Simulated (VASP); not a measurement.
# Cl (Cmce) in VASP: further runs, part 2 of 3

VASP 6.6.1.

## Step 4: Relaxation of cell and atoms, PBE

INCAR reads:

```
PREC = Accurate
ENCUT = 600
EDIFF = 1E-6
ISMEAR = 0
SIGMA = 0.03
LREAL = False
LASPH = True
NELM = 80
ALGO = Normal
ISIF = 3
LWAVE = False
LCHARG = False
GGA = PE
IBRION = 2
NSW = 90
EDIFFG = -0.01
```

KPOINTS reads:

```
Automatic mesh
0
Gamma
  8 8 4
```

POSCAR reads:

```
Cl
1.0
    3.1450000000     -2.2500000000      0.0000000000
    3.1450000000      2.2500000000      0.0000000000
    0.0000000000      0.0000000000      8.2100000000
Cl
4
Direct
    0.8700000000      0.1300000000      0.1000000000
    0.6300000000      0.3700000000      0.6000000000
    0.1300000000      0.8700000000      0.9000000000
    0.3700000000      0.6300000000      0.4000000000
```

The run is started by

```sh
$ cat potpaw_PBE.64/Cl/POTCAR > POTCAR
$ mpirun -np 1 vasp_std > vasp.out
```

Wall time 17 min (1 thread of Intel Xeon 6975P-C (Granite Rapids), shared host); peak memory 0.33 GiB.

The run converged. Its results:

```yaml
Free_energy: -7.3910 eV
Relaxed_volume: 35.23 Å³/atom
Relaxed_cell: a = 4.462 Å, b = 4.462 Å, c = 8.388 Å, α = 90.00°, β = 90.00°, γ = 57.56°
Space_group_after_relaxing_to_0.05_Å: Cmce (No. 64)
Energy_gained_by_relaxing: 19.2 meV/atom
Ionic_steps: 40
Pressure_after_relaxing: 0.0 GPa
Largest_force_after_relaxing: 0.006 eV/Å
Band_gap_on_the_k_mesh: 2.40 eV, direct
```

Forces on the atoms (eV/Å):
```
Cl   0.000 -0.005 -0.004
Cl   0.000  0.005 -0.004
Cl   0.000  0.005  0.004
Cl   0.000 -0.005  0.004
```

The path:
| step | energy change (eV) | largest force (eV/Å) | pressure (GPa) | volume (Å³) |
| --- | --- | --- | --- | --- |
| 1 | 0.0000 | 0.1742 | 0.33 | 116.19 |
| 2 | -0.0106 | 0.1714 | 0.86 | 117.20 |
| 3 | -0.0112 | 0.2681 | 1.04 | 117.52 |
| 4 | -0.0168 | 0.2524 | 0.97 | 118.40 |
| 5 | -0.0312 | 0.2047 | 0.74 | 121.05 |
| 6 | -0.0516 | 0.1099 | 0.36 | 126.44 |
| 7 | -0.0670 | 0.1007 | -0.22 | 137.54 |
| 8 | -0.0671 | 0.1188 | -0.26 | 138.56 |
| 9 | -0.0682 | 0.1506 | 0.15 | 140.47 |
| 10 | -0.0689 | 0.0486 | -0.01 | 139.73 |
| 11 | -0.0694 | 0.0421 | -0.02 | 140.06 |
| 12 | -0.0707 | 0.0254 | -0.05 | 141.01 |
| 13 | -0.0722 | 0.0167 | -0.12 | 142.91 |
| 14 | -0.0712 | 0.1120 | -0.24 | 146.58 |
| 15 | -0.0725 | 0.0436 | -0.16 | 144.00 |
| 16 | -0.0728 | 0.0169 | -0.05 | 144.09 |
| 17 | -0.0729 | 0.0272 | -0.04 | 144.11 |
| 18 | -0.0731 | 0.0215 | -0.04 | 144.05 |
| 19 | -0.0737 | 0.0113 | -0.06 | 143.89 |
| 20 | -0.0745 | 0.0243 | -0.08 | 143.53 |
| 21 | -0.0745 | 0.0880 | -0.13 | 142.76 |
| 22 | -0.0748 | 0.0538 | -0.10 | 143.19 |
| 23 | -0.0750 | 0.0263 | -0.04 | 142.94 |
| 24 | -0.0751 | 0.0218 | 0.01 | 142.71 |
| 25 | -0.0752 | 0.0202 | 0.02 | 142.60 |
| 26 | -0.0756 | 0.0194 | 0.00 | 142.26 |
| 27 | -0.0759 | 0.0306 | -0.02 | 141.56 |
| 28 | -0.0759 | 0.0364 | -0.02 | 141.34 |
| 29 | -0.0761 | 0.0231 | 0.07 | 141.04 |
| 30 | -0.0761 | 0.0216 | 0.08 | 141.05 |
| 31 | -0.0763 | 0.0164 | 0.05 | 141.03 |
| 32 | -0.0766 | 0.0118 | 0.01 | 140.96 |
| 33 | -0.0764 | 0.0429 | -0.07 | 140.81 |
| 34 | -0.0767 | 0.0177 | -0.01 | 140.92 |
| 35 | -0.0767 | 0.0037 | 0.01 | 140.87 |
| 36 | -0.0767 | 0.0085 | 0.03 | 140.85 |
| 37 | -0.0768 | 0.0066 | 0.02 | 140.86 |
| 38 | -0.0768 | 0.0004 | 0.00 | 140.89 |
| 39 | -0.0768 | 0.0130 | -0.04 | 140.96 |
| 40 | -0.0768 | 0.0064 | -0.02 | 140.92 |

Final structure:
```
Cl
1.0
     3.91045   -2.14811    0.00000
     3.91045    2.14811    0.00000
     0.00000    0.00000    8.38823
Cl
4
Direct
  0.88769 0.11231 0.10534
  0.61231 0.38769 0.60534
  0.11231 0.88769 0.89466
  0.38769 0.61231 0.39466
```

Levels at points of the mesh, in eV from the valence-band top:
```csv
k point,band 10,band 11,band 12,band 13,band 14,band 15,band 16,band 17,band 18
"(0.00, 0.00, 0.00)",-2.54,-0.77,-0.32,-0.21,0.00,2.40,3.17,6.18,7.00
"(0.50, 0.00, 0.00)",-2.77,-0.52,-0.52,-0.30,-0.30,2.98,2.98,7.95,7.95
"(0.50, 0.50, 0.00)",-2.62,-0.84,-0.82,-0.22,-0.05,2.47,3.12,8.43,8.97
"(0.00, 0.00, 0.50)",-2.56,-0.58,-0.58,-0.16,-0.16,2.73,2.73,6.72,6.72
"(0.50, 0.00, 0.50)",-2.78,-0.37,-0.37,-0.14,-0.14,2.80,2.80,8.11,8.11
"(0.50, 0.50, 0.50)",-2.63,-0.60,-0.60,-0.42,-0.42,2.76,2.76,9.02,9.02
```

Caveat: the volume moved by over 15 % at a fixed basis, so the end points are rough; the volume moved by +21 % from the deposited cell, more than functionals usually miss.

## Step 5: Relaxation of cell and atoms, PBE

This run uses another cell than the first one, of 35.23 Å³/atom, 1.213 times its volume.

INCAR, as its differences from that of step 4:

```diff
@@ -2,3 +2,3 @@
 ENCUT = 600
-EDIFF = 1E-6
+EDIFF = 1E-7
 ISMEAR = 0
@@ -15,2 +15,2 @@
 NSW = 90
-EDIFFG = -0.01
+EDIFFG = -0.005
```

KPOINTS is that of step 4.

POSCAR reads:

```
Cl                                      
1.0
    3.9104482604     -2.1481138452      0.0000000000
    3.9104482604      2.1481138452     -0.0000000000
    0.0000000000     -0.0000000000      8.3882296809
  Cl            
     4
Direct
     0.8876945279705393    0.1123054720294607    0.1053410622238046
     0.6123054720294607    0.3876945279705391    0.6053410622238043
     0.1123054720294607    0.8876945279705393    0.8946589377761957
     0.3876945279705391    0.6123054720294608    0.3946589377761954
```

Potentials or basis: VASP PAW PBE potentials, release 64 (Cl).

The run is started by

```sh
$ cat potpaw_PBE.64/Cl/POTCAR > POTCAR
$ mpirun -np 1 vasp_std > vasp.out
```

OUTCAR:

```text
PREC = Accurate
   ENCUT = 600
   EDIFF = 1E-7
   ISMEAR = 0
   LREAL = False
   LASPH = True
   NELM = 80
   ISIF = 3
   GGA = PE
   IBRION = 2
   NSW = 90
   EDIFFG = -0.005

 ion  position               nearest neighbor table
   1  0.888  0.112  0.105-   3 2.01
   2  0.612  0.388  0.605-   4 2.01
   3  0.112  0.888  0.895-   1 2.01
   4  0.388  0.612  0.395-   2 2.01

  LATTYP: Found a base centered orthorhombic cell.
 ALAT       =     4.2962276904
 B/A-ratio  =     1.8204101562
 C/A-ratio  =     1.9524639487

  Lattice vectors:

 A1 = (  -3.9104482604,  -2.1481138452,   0.0000000000)
 A2 = (   3.9104482604,  -2.1481138452,   0.0000000000)
 A3 = (   0.0000000000,   0.0000000000,   8.3882296809)

Analysis of symmetry for initial positions (statically):
=====================================================================
 Subroutine PRICEL returns:
 Original cell was already a primitive cell.

 Routine SETGRP: Setting up the symmetry group for a
 base centered orthorhombic supercell.

 Subroutine GETGRP returns: Found  8 space group operations
 (whereof  4 operations were pure point group operations)
 out of a pool of  8 trial point group operations.

The static configuration has the point symmetry C_2h.
 The point group associated with its full space group is D_2h.

Analysis of symmetry for dynamics (positions and initial velocities):
=====================================================================
 Subroutine PRICEL returns:
 Original cell was already a primitive cell.

 Routine SETGRP: Setting up the symmetry group for a
 base centered orthorhombic supercell.

 Subroutine GETGRP returns: Found  8 space group operations
 (whereof  4 operations were pure point group operations)
 out of a pool of  8 trial point group operations.

The dynamic configuration has the point symmetry C_2h.
 The point group associated with its full space group is D_2h.

 Subroutine INISYM returns: Found  8 space group operations
 (whereof  4 operations are pure point group operations),
 and found     1 'primitive' translations

----------------------------------------------------------------------------------------

                                     Primitive cell

  volume of cell :     140.9237

  direct lattice vectors                    reciprocal lattice vectors
     3.910448260 -2.148113845  0.000000000     0.127862579 -0.232762338  0.000000000
     3.910448260  2.148113845  0.000000000     0.127862579  0.232762338  0.000000000
     0.000000000  0.000000000  8.388229681     0.000000000  0.000000000  0.119214666

  length of vectors
     4.461613911  4.461613911  8.388229681     0.265569473  0.265569473  0.119214666

  position of ions in fractional coordinates (direct lattice)
     0.887694528  0.112305472  0.105341062
     0.612305472  0.387694528  0.605341062
     0.112305472  0.887694528  0.894658938
     0.387694528  0.612305472  0.394658938

  ion indices of the primitive-cell ions
   primitive index   ion index
                 1           1
                 2           2
                 3           3
                 4           4

----------------------------------------------------------------------------------------

 KPOINTS: Automatic mesh

Automatic generation of k-mesh.
 Grid dimensions read from file:
[... 50 lines left out ...]
   dimension x,y,z NGX =    36 NGY =   36 NGZ =   70
   dimension x,y,z NGXF=    72 NGYF=   72 NGZF=  140
   ions per type =               4
   NGX,Y,Z   is equivalent  to a cutoff of  13.41, 13.41, 13.87 a.u.
   NGXF,Y,Z  is equivalent  to a cutoff of  26.83, 26.83, 27.75 a.u.
 SYSTEM =  unknown system
   PREC   = accura    normal or accurate (medium, high low for compatibility)
   ISTART =      0    job   : 0-new  1-cont  2-samecut
   ICHARG =      2    charge: 1-file 2-atom 10-const
   ISPIN  =      1    spin polarized calculation?
   LNONCOLLINEAR =      F non collinear calculations
   LSORBIT =      F    spin-orbit coupling
   LASPH  =      T    aspherical Exc in radial PAW
   ENCUT  =  600.0 eV  44.10 Ry    6.64 a.u.   8.91  8.91 16.75*2*pi/ulx,y,z
   NELM   =     80;   NELMIN=  2; NELMDL= -5     # of ELM steps
   EDIFF  = 0.1E-06   stopping-criterion for ELM
   LREAL  =      F    real-space projection
   EDIFFG = -.5E-02   stopping-criterion for IOM
   NSW    =     90    number of steps for IOM
   IBRION =      2    ionic relax: 0-MD 1-quasi-New 2-CG
   NFREE  =      1    steps in history (QN), initial steepest desc. (CG)
   ISIF   =      3    stress and relaxation
   ISYM   =      2    0-nonsym 1-usesym 2-fastsym
   POTIM  = 0.5000    time-step for ionic-motion
   TEBEG  =    0.0;   TEEND  =   0.0 temperature during run
   PSTRESS=    0.0 pullay stress
   NELECT =      28.0000    total number of electrons
   NUPDOWN=      -1.0000    fix difference up-down
   EMIN   =  10.00;   EMAX   =-10.00  energy-range for DOS
   EFERMI =   0.00;   METHOD = LEGACY
   ISMEAR =     0;   SIGMA  =   0.03  broadening in eV -4-tet -1-fermi 0-gaus
   EFERMI_NEDOS =   21; number of points for ismear=-14 and -15
   IALGO  =     38    algorithm
   IMIX   =      4    mixing-type and parameters
     AMIX     =   0.40;   BMIX     =  1.00
     AMIX_MAG =   1.60;   BMIX_MAG =  1.00
  volume/ion in A,a.u.               =      35.23       237.75
  Fermi-wavevector in a.u.,A,eV,Ry     =   0.955285  1.805226 12.416251  0.912569
  Thomas-Fermi vector in A             =   2.084108
   LORBIT       =      0    0 simple, 1 ext, 2 COOP (PROOUT), +10 PAW based schemes
   GGA     = PE    functional components
   LHFCALC =     F    Hartree Fock is set to
   AEXX    =    0.0000 exact exchange contribution
   IVDW    =     0    specifies the selected vdW correction
   LEPSILON=     F    determine dielectric tensor
   LRPA    =     F    only Hartree local field effects (RPA)
 conjugate gradient relaxation of ions
 non-spin polarized calculation
 Gauss-broadening in eV      SIGMA  =   0.03
  energy-cutoff  :      600.00
  volume of cell :      140.92
 maximum number of plane-waves:      4736
   NGX = 17   NGY = 17   NGZ = 33

--------------------------------------- Ionic step        1  -------------------------------------------

 number of electron      27.9999998 magnetization

 Free energy of the ion-electron system (eV)
  ---------------------------------------------------
  ext. energy  EPLUGINS =         0.00000000
  ---------------------------------------------------
  free energy    TOTEN  =        -7.39934161 eV

  energy without entropy =       -7.39934161  energy(sigma->0) =       -7.39934161

------------------------ aborting loop because EDIFF is reached ----------------------------------------

  FORCE on cell =-STRESS in cart. coord.  units (eV):
  Direction    XX          YY          ZZ          XY          YZ          ZX
  --------------------------------------------------------------------------------------
  -------------------------------------------------------------------------------------
  Total        0.0157427      0.0332679     -0.0133265      0.0000000     -0.0000000      0.0000000
  in kB        0.1789803      0.3782264     -0.1515105      0.0000000     -0.0000000      0.0000000
  external PRESSURE =       0.1352321 kB  Pullay stress =       0.0000000 kB
[... 215 lines left out ...]
--------------------------------------- Ionic step        7  -------------------------------------------

 number of electron      27.9999999 magnetization

 Free energy of the ion-electron system (eV)
  ---------------------------------------------------
  ext. energy  EPLUGINS =         0.00000000
  ---------------------------------------------------
  free energy    TOTEN  =        -7.39951013 eV

  energy without entropy =       -7.39951013  energy(sigma->0) =       -7.39951013

 E-fermi :  -1.6459     XC(G=0):  -6.8187

 val. band max:       -1.8089260101   @ k =   0.0000   0.0000   0.0000
 cond. band min:       0.6042250377   @ k =   0.0000   0.0000   0.0000
 fundamental gap:      2.4131510478
 Fermi energy:        -1.6459022597

 k-point     1 :       0.0000    0.0000    0.0000
  band No.  band energies     occupation
      1     -18.3535      2.00000
      2     -18.1480      2.00000
      3     -14.4469      2.00000
      4     -13.8570      2.00000
      5      -7.1953      2.00000
      6      -6.2387      2.00000
[... 481 lines left out ...]
      5      -7.0380      2.00000
      6      -6.5426      2.00000
[... 10 lines left out ...]
     17       5.3277      0.00000
     18       5.9095      0.00000

 [... further k-points ...]

------------------------ aborting loop because EDIFF is reached ----------------------------------------

  FORCE on cell =-STRESS in cart. coord.  units (eV):
  Direction    XX          YY          ZZ          XY          YZ          ZX
  --------------------------------------------------------------------------------------
  -------------------------------------------------------------------------------------
  Total        0.0123591      0.0190675     -0.0051637      0.0000000      0.0000000      0.0000000
  in kB        0.1396451      0.2154426     -0.0583447      0.0000000      0.0000000      0.0000000
  external PRESSURE =       0.0989143 kB  Pullay stress =       0.0000000 kB
[... 19 lines left out ...]
  FREE ENERGIE OF THE ION-ELECTRON SYSTEM (eV)
  ---------------------------------------------------
  free  energy   TOTEN  =        -7.3995101343 eV

  energy  without entropy=       -7.3995101343  energy(sigma->0) =       -7.39951013

 reached required accuracy - stopping structural energy minimisation
```

Wall time 4.8 min (1 thread of Intel Xeon 6975P-C (Granite Rapids), shared host); peak memory 0.38 GiB.

Results:

```yaml
Free_energy: -7.3995 eV
Relaxed_volume: 35.45 Å³/atom
Relaxed_cell: a = 4.473 Å, b = 4.473 Å, c = 8.388 Å, α = 90.00°, β = 90.00°, γ = 57.68°
Space_group_after_relaxing_to_0.05_Å: Cmce (No. 64)
Energy_gained_by_relaxing: 0.0 meV/atom
Ionic_steps: 7
Pressure_after_relaxing: 0.0 GPa
Band_gap_on_the_k_mesh: 2.41 eV, direct
```

Forces in eV/Å, atoms in the order of the input:
```
Cl   0.000 -0.002 -0.001
Cl   0.000  0.002 -0.001
Cl   0.000  0.002  0.001
Cl   0.000 -0.002  0.001
```

Step by step:
```csv
step,energy change (eV),largest force (eV/Å),pressure (GPa),volume (Å³)
1,0.0000,0.0069,0.01,140.92
2,0.0000,0.0045,0.03,140.98
3,0.0000,0.0111,0.04,141.02
4,0.0000,0.0104,0.04,141.06
5,-0.0001,0.0087,0.04,141.17
6,-0.0001,0.0053,0.03,141.38
7,-0.0002,0.0022,0.01,141.80
```

Final structure:
```
Cl
1.0
     3.91779   -2.15754    0.00000
     3.91779    2.15754    0.00000
     0.00000    0.00000    8.38769
Cl
4
Direct
  0.88808 0.11192 0.10528
  0.61192 0.38808 0.60528
  0.11192 0.88808 0.89472
  0.38808 0.61192 0.39472
```

Levels at points of the mesh, in eV from the valence-band top:
```
           k point  band 10  band 11  band 12  band 13  band 14  band 15  band 16  band 17  band 18
(0.00, 0.00, 0.00)    -2.54    -0.76    -0.32    -0.20     0.00     2.41     3.17     6.18     7.00
(0.50, 0.00, 0.00)    -2.77    -0.51    -0.51    -0.29    -0.29     2.99     2.99     7.95     7.95
(0.50, 0.50, 0.00)    -2.63    -0.82    -0.81    -0.21    -0.05     2.48     3.12     8.43     8.61
(0.00, 0.00, 0.50)    -2.57    -0.57    -0.57    -0.15    -0.15     2.73     2.73     6.72     6.72
(0.50, 0.00, 0.50)    -2.78    -0.37    -0.37    -0.14    -0.14     2.81     2.81     8.11     8.11
(0.50, 0.50, 0.50)    -2.64    -0.59    -0.59    -0.41    -0.41     2.77     2.77     9.02     9.02
```

A k mesh can miss the band edges. PBE usually gives volumes a little too large and moduli too small.

[end of part 2 of 3]
